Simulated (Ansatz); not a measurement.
# ZnSe: modes against the lattice constant

Level of theory: DFT PBEsol, scalar-relativistic, plane waves, PAW in Ansatz 0.2.0. Plane waves to 420 eV; Γ-centred k mesh 14×14×14; Fermi-Dirac smearing of 0.15 eV. No spin polarisation. Phonons by linear response, acoustic sum rule imposed.

The cell is fixed (symmetry leaves no force on the atoms) and stands under -1.6 GPa:
```cif
data_structure
_symmetry_space_group_name_H-M 'P 1'
_symmetry_Int_Tables_number 1
_cell_length_a 3.7532
_cell_length_b 3.7532
_cell_length_c 3.7532
_cell_angle_alpha 60.000
_cell_angle_beta 60.000
_cell_angle_gamma 60.000
_cell_volume 37.38
loop_
_atom_site_label
_atom_site_type_symbol
_atom_site_fract_x
_atom_site_fract_y
_atom_site_fract_z
_atom_site_occupancy
Zn1 Zn 0.00000 0.00000 0.00000 1
Se1 Se 0.50000 0.50000 0.50000 1
```

The cell is the ideal cubic rocksalt prototype; this isn't the usual structure of the compound. In a metal, frequencies and elastic constants depend on the k mesh and the smearing, soft modes and shear constants most. A semilocal functional can close a gap that the real compound has.

Question: How do the optical zone-centre modes (counted from the lowest optical one, degenerate ones once; i marks imaginary ones) of this metal change over a = 5.212 and 5.308 Å?

Answer:
```csv
a (Å),5.212,5.308
pressure (GPa),3.0,-1.6
mode 1 (cm⁻¹),106,71
```

Cost: 2 runs of about 3 core-minutes in all, on Arm Neoverse N1 (shared hosts).